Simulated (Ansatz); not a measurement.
# Bi2Se3 (Paraguanajuatite): the cost of one run

All numbers are computed with the Python package of Ansatz 0.2.0. Level of theory: DFT PBE, plane waves, PAW.

## 1. Starting point

The structure is trigonal, space group R-3m (No. 166). The conventional cell has a = 4.143 Å, b = 4.143 Å, c = 28.636 Å, α = 90.00°, β = 90.00°, γ = 120.00°. Around Bi (site symmetry 3m) lie 6 Se at 2.85 to 3.07 Å. Around Se (site symmetry -3m) lie 6 Bi at 3.07 Å. Se (site symmetry 3m) has 3 Bi at 2.85 Å as nearest neighbours.

No structure file is read: the coordinates are typed or built in the script.

## 2. Script

File bi2se3.py:

```python
"""Relax the ions of Bi2Se3 at fixed cell."""

import ansatz as az
import matplotlib.pyplot as plt
import numpy as np
from pymatgen.core import Structure
from pymatgen.symmetry.analyzer import SpacegroupAnalyzer
from scipy.ndimage import map_coordinates

params = {
    "xc": "pbe",
    "tolerance": 1e-10,
    "kmesh": (6, 6, 6),
}

lattice = az.Lattice.of(
    (2.0715, 1.19598, 9.54533),
    (-2.0715, 1.19598, 9.54533),
    (0.0, -2.39196, 9.54533),
)
sites = [
    ("Bi", (0.4008, 0.4008, 0.4008)),
    ("Bi", (0.5992, 0.5992, 0.5992)),
    ("Se", (0.0, 0.0, 0.0)),
    ("Se", (0.2117, 0.2117, 0.2117)),
    ("Se", (0.7883, 0.7883, 0.7883)),
]
cell = az.Crystal(lattice=lattice)
for symbol, position in sites:
    cell = cell.atom(symbol, position)

model = (
    cell.calculation()
    .functional(params["xc"])
    .pseudopotentials("paw")
    .scf(tolerance=params["tolerance"])
    .kpoints(*params["kmesh"])
    .occupations(az.OccupationsMethod.FIXED)
    .relax(random_displacement=True, displacement_amplitude=0.05, displacement_seed=296)
    .density()
)
steps = []


def follow(event):
    if event["event"] != "relax_step":
        return
    row = event["data"]
    steps.append(row)
    print(f"step {row['step']:3d}  E = {row['lagrangian_ev']:.5f} eV  largest force component = {row['allowed_force_max_ev_ang']:.4f} eV/A")


res = model.session().plan(threads=1).execute(on_event=follow)
r = res.report

first, last = steps[0], steps[-1]
symbols = [site.symbol for site in res.lattice.sites]
print(f"energy gained {first['lagrangian_ev'] - last['lagrangian_ev']:.4f} eV in {len(steps) - 1} steps")

print("relaxed fractional positions")
for site in res.lattice.sites:
    print(f"  {site.symbol:2s}", " ".join(f"{v % 1:8.5f}" for v in np.round(site.position_frac, 5)))

fig, (top, bottom) = plt.subplots(2, 1, sharex=True, figsize=(4.5, 4))
top.plot([s["lagrangian_ev"] - last["lagrangian_ev"] for s in steps], "o-")
top.set_ylabel("E - E(final) (eV)")
bottom.semilogy([max(s["allowed_force_max_ev_ang"], 1e-6) for s in steps], "s-")
bottom.set(xlabel="step", ylabel="largest force (eV/A)")
fig.tight_layout()
fig.savefig("relax.png", dpi=100)

n_atoms = len(r["lattice"]["sites"])
print("F =", round(r["free_energy_ev"], 4), "eV for", n_atoms, "atoms")
print("E(sigma -> 0) =", round(r["energy_sigma0_ev"], 4), "eV, TS =", round(r["entropy_ts_ev"], 5), "eV")
print("closed by", r["closed_by"], "after", r["n_iterations"], "iterations")

final = Structure(res.lattice.cell_ang, [s.symbol for s in res.lattice.sites], [s.position_frac for s in res.lattice.sites])
# the grid holds the pseudo-density, which differs from the true one inside the cores
rho = res.density()
total = sum(channel.density_e_per_ang3 for channel in rho.channels[:2])
grid_cell = np.asarray(rho.fft_grid_basis) @ res.lattice.cell_ang
partner = min(final.get_neighbors(final[0], 5.0), key=lambda n: n.nn_distance)
line = np.linspace(final[0].coords, partner.coords, 11)
points = (line @ np.linalg.inv(grid_cell)) * rho.dims
values = map_coordinates(total, points.T, order=3, mode="grid-wrap")
print(f"from {final[0].specie} to {partner.specie}, {partner.nn_distance:.3f} A")
for t, value in zip(np.linspace(0, partner.nn_distance, 11), values):
    print(f"{t:7.3f} A  {value:9.4f} e/A^3")

analyser = SpacegroupAnalyzer(final, symprec=0.01)
standard = analyser.get_conventional_standard_structure()
print(analyser.get_crystal_system(), analyser.get_space_group_symbol(), len(standard), "atoms in the conventional cell")
print("a b c (A):", [round(x, 4) for x in standard.lattice.abc], " angles:", [round(x, 2) for x in standard.lattice.angles])
print(f"mass density {float(final.density):.3f} g/cm^3")
```

## 3. Running it

The run is started by

```console
python bi2se3.py
```

**Question.** How long does this script take on 1 thread of Arm Neoverse V1, shared host, and how much memory does it need?

About 5.8 min, with a peak of 0.89 GiB.
